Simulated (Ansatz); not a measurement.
# Eu (Im-3m) in Ansatz: notebook, part 2 of 2

Ansatz 0.2.0. Earlier steps stand in the parts before.

## 3. Density of states, LDA+U, collinear spin, ferromagnetic start (volume scaled by 0.92)

Input file input.yaml:

```yaml
crystal:
  lattice:
    - [-2.2398720668, 2.2398720668, 2.2398720668]
    - [2.2398720668, -2.2398720668, 2.2398720668]
    - [2.2398720668, 2.2398720668, -2.2398720668]
  atoms:
    - { symbol: Eu, position: [0.0, 0.0, 0.0], spin: 7.0 }
kpoints:
  mp_grid: { grid: [8, 8, 8] }
scf:
  occupations: { method: fermi_dirac, width: 0.05 }
hamiltonian:
  xc: lda
  pseudopotentials:
    kind: all_electron
    lapw: { basis_error: 0.001 }
    dirac_shells: { Eu: ["4p", "3d"] }
  hubbard:
    occupation_matrices:
      s0_up:
        matrix:
          - [0.978685, -0.004323, 0.014441, 0.004471, 0.028507, -0.01163, -0.008084]
          - [-0.004323, 0.965783, 0.047488, 0.014702, 0.093738, -0.038242, -0.026582]
          - [0.014441, 0.047488, 0.821377, -0.049108, -0.313114, 0.127739, 0.088793]
          - [0.004471, 0.014702, -0.049108, 0.964797, -0.096937, 0.039547, 0.027489]
          - [0.028507, 0.093738, -0.313114, -0.096937, 0.361929, 0.25215, 0.175272]
          - [-0.01163, -0.038242, 0.127739, 0.039547, 0.25215, 0.877132, -0.071504]
          - [-0.008084, -0.026582, 0.088793, 0.027489, 0.175272, -0.071504, 0.930297]
      s0_down:
        matrix:
          - [0.02, 0.0, 0.0, 0.0, 0.0, 0.0, 0.0]
          - [0.0, 0.02, 0.0, 0.0, 0.0, 0.0, 0.0]
          - [0.0, 0.0, 0.02, 0.0, 0.0, 0.0, 0.0]
          - [0.0, 0.0, 0.0, 0.02, 0.0, 0.0, 0.0]
          - [0.0, 0.0, 0.0, 0.0, 0.02, 0.0, 0.0]
          - [0.0, 0.0, 0.0, 0.0, 0.0, 0.02, 0.0]
          - [0.0, 0.0, 0.0, 0.0, 0.0, 0.0, 0.02]
    sites:
      - { site: 0, l: f, u_eff: 8, starting_ns: [{ spin: up, occupation_matrix: s0_up }, { spin: down, occupation_matrix: s0_down }] }
    double_counting: fll
    projectors: atomic
magnetization:
  spin_polarized: true
output:
  forces: true
  stress: true
  eigenvalues: true
  dos: { projected: false, de: 0.1, e_range: [-20, 10] }
  hubbard: {}
```

Potentials or basis: all-electron LAPW, inner shells corrected to Dirac's equation.

Started as:

```
ansatz run input.yaml --threads 2 --pin off --max-ram 6144MiB --backend cpu --events-out ev --progress --plain --runs-dir out
```

What it wrote:

```text
Warning: crystal.symmetry: narrowed to the stabiliser of the occupation matrices — unitary ops 48 → 2; lowered by the specified shell (site 0, l: f); largest admitted image defect 4.4e-16, smallest excluded 2.2e-1 — at a splitting's scale: the group the occupation matrices' own texture admits
Warning: RAYON_NUM_THREADS=2 ignored (pool sized by the plan → 2); use --threads N
Eu: projections on atomic orbitals take those of the free atom 1s2 2s2 2p6 3s2 3p6 3d10 4s2 4p6 4d10 4f7 5s2 5p6 5d0 6s2, of charge +0.00 (hamiltonian.pseudopotentials.projection_atoms)
LAPW: plane waves up to 6.622 Å⁻¹, error target 1.0e-3 eV per atom; small_component_spin mean_spin; Eu in spheres of 1.940 Å, 27 of its electrons in bands, Dirac shells [2p, 3p, 4p, 3d] (how accurate: hamiltonian.pseudopotentials.lapw.basis_error, Limitations)
Engine: ansatz 0.2.0, x86_64-unknown-linux-gnu
Pseudopotentials: kind: all_electron
Pseudopotential: Eu, LAPW, valence charge 27, lapw/all_electron/scalar/gaussian/Eu, Koelling and Harmon's equation with Dirac's for 2p 3p 4p 3d, gaussian nucleus
Functional definition: SPW92
  exchange = slater_x
  correlation = pw_c
Crystal: 1 atoms, lattice volume = 44.950 Å³
Basis set: ecut = 167.05498572468645 eV, 225 PW (Γ), exchange–correlation at level 2
[... 53 lines left out ...]
  site 0 (l=f) ↓: largest change of an orbital's occupation 0.0197; electrons 0.1400 specified, 0.0036 found; spectral distance 0.0515
--- Forces (eV/Å), atoms counted from 1 ---
  atom   1  Eu     0.00000000     0.00000000     0.00000000
  max |Σ_I F_I| component: 0.00e0 eV/Å
--- Stress (GPa, compression-positive) ---
       -1.616454      -0.000002      -0.000000
       -0.000002      -1.616452      -0.000004
       -0.000000      -0.000004      -1.616455
  P = ⅓ Tr σ = -1.6165 GPa (-16.165 kbar)
--- Band table (eV; the first three rows and the last of 520) ---
  k-point 0 ↑: bands = ["-121.6740", "-121.6740", "-121.6740", "-121.6693", "-121.6693", "-31.2521", "-9.9880", "-9.9879", "-9.9879", "5.6458", "5.8411", "5.8411", "5.8411", "6.1347", "6.1347", "6.1347", "6.2238", "11.6712", "11.6712", "11.6712", "13.3416"]
  k-point 1 ↑: bands = ["-121.6740", "-121.6740", "-121.6740", "-121.6693", "-121.6693", "-31.2482", "-10.0461", "-10.0064", "-9.9883", "5.8529", "5.8594", "5.8727", "5.9826", "6.1085", "6.1203", "6.1230", "6.1914", "11.4408", "11.5382", "12.0351", "13.0678"]
  k-point 2 ↑: bands = ["-121.6740", "-121.6740", "-121.6740", "-121.6693", "-121.6693", "-31.2386", "-10.1839", "-10.0522", "-9.9894", "5.8657", "5.9108", "5.9557", "6.0551", "6.0551", "6.1019", "6.1677", "6.8751", "10.9545", "10.9720", "13.0507", "13.0629"]
  k-point 259 ↓: bands = ["-116.3598", "-116.3597", "-116.3597", "-116.3522", "-116.3522", "-28.2179", "-8.0224", "-8.0223", "-8.0223", "9.5993", "9.5993", "15.2004", "15.2004", "15.2005", "16.1915", "16.1915", "16.1915", "18.2583", "18.4458", "18.6274", "18.6274"]
Occupation matrices written to <dir>
--- Occupation matrices: 1 shell (run DFT+U table (atomic); ε = 8.70e-5) ---
  Eu0 f_4F: site group Oh (m-3m)
  Eu0 f_4F up     Tr n = 6.9897  λ = 0.998 0.998 0.998 0.999 0.999 0.999 0.999  [3× z(x2-y2) 0.33 (T2u 1.00) T2u(1.00) | 4× z3 0.25 (T1u 0.75) T1u(0.75)]
  Eu0 f_4F dn     Tr n = 0.0036  λ = 0.000 0.000 0.000 0.001 0.001 0.001 0.001  [3× z(x2-y2) 0.33 (T2u 1.00) T2u(1.00) | 3× z3 0.33 (T1u 1.00) T1u(1.00) | xyz 1.00 (A2u 1.00) A2u(1.00)]
  specified occupation → Eu0 f_4F up: matrix, ‖Δ‖_F = 0.9797, Tr Δ = -1.0897, displaced = 0.5449, d_λ = 0.9791; orbital distance = 1.0595
  specified occupation → Eu0 f_4F dn: matrix, ‖Δ‖_F = 0.0515, Tr Δ = +0.1364, displaced = 0.0682, d_λ = 0.0515; orbital distance = 0.0000
  Tr n, λ and their labels are of the run-group-symmetrised matrices; stabiliser: 48 of 96 elements of G0×{1,Θ} (closed), max defect 8.4e-8 at τ = 1.8e-5
```

It took 36 s on 2 threads of AMD EPYC 7R43 (Zen 3), shared host; peak memory 0.82 GiB.

What came out:

| Property | Result |
| --- | --- |
| Free energy | -295089.2571 eV |
| Pressure | -1.6 GPa |
| Band gap on the k mesh | none (metal or under the smearing width) |
| Net moment | 7.26 μB per cell |
| Absolute moment | 7.26 μB per cell |
| Site moments | Eu +7.15 μB |

States per cell in windows of 1 eV (zero at the Fermi level; states under -8 eV left out):
```tsv
from (eV)	up	down
-8.0	0.00	0.00
-7.0	0.00	0.00
-6.0	0.00	0.00
-5.0	1.12	0.00
-4.0	5.97	0.03
-3.0	0.18	0.11
-2.0	0.43	0.25
-1.0	0.46	0.54
0.0	1.33	0.60
1.0	0.47	1.13
2.0	0.60	0.35
3.0	1.30	0.66
4.0	0.15	1.23
5.0	0.00	0.66
6.0	0.00	0.44
7.0	0.00	0.93
```

Caveat: the magnetic state may not be the lowest; an open f shell can end in a state above the lowest; U is the effective U less J, on atomic orbitals that reach past the spheres; spin-orbit coupling is left out, which moves the levels of the heavy elements.

## 4. For comparison

An earlier run on the cell as given: functional PBE; potentials or basis all-electron LAPW, scalar-relativistic; cutoff 157 eV (chosen from the basis error); basis error allowed 0.001 eV/atom; k mesh 8 × 8 × 8; occupations fermi-dirac, width 0.05 eV; collinear spin, ferromagnetic start; starting moments [7.0] μB.

- Pressure: -1.5 GPa
- Band gap on the k mesh: none (metal or under the smearing width)
- Net moment: 7.36 μB per cell
- Absolute moment: 7.36 μB per cell
- Site moments: Eu +7.19 μB

## 5. Summary

```tsv
task	level	potentials or basis	spin	U	cell	k mesh	cutoff (eV)	smearing	start of the occupations	double counting	hubbard projectors	basis error allowed	gap on the mesh (eV)	pressure (GPa)	moment (μB)
density of states	PBEsol+D4+U	all-electron LAPW, relativistic spinors	non-collinear, ferromagnetic start, SOC	Eu f U = 6 eV	volume scaled by 1.25	6 × 6 × 6	125	gaussian 0.1 eV	auto	fll	ortho-atomic	0.002 eV/atom	none	-2.9	7.30
density of states	LDA+U	all-electron LAPW, inner shells corrected to Dirac's equation	collinear, ferromagnetic start	Eu f U = 8 eV	volume scaled by 0.92	8 × 8 × 8	167	fermi-dirac 0.05 eV	random	fll	atomic	0.001 eV/atom	none	-1.6	7.26
single point	PBE	all-electron LAPW, scalar-relativistic	collinear, ferromagnetic start	-	as given	8 × 8 × 8	157	fermi-dirac 0.05 eV	-	-	-	0.001 eV/atom	none	-1.5	7.36
```

Caveats: an open f shell can end in a state above the lowest; the magnetic state may not be the lowest (some runs); U is the effective U less J, on atomic orbitals that reach past the spheres (some runs); spin-orbit coupling is left out, which moves the levels of the heavy elements (some runs); the k mesh is thin for a metal, which can move the energy by tens of meV per atom (some runs); pairwise dispersion overbinds metals, which lowers pressure and volume (some runs).

Compare energies only between runs with the same functional and basis.
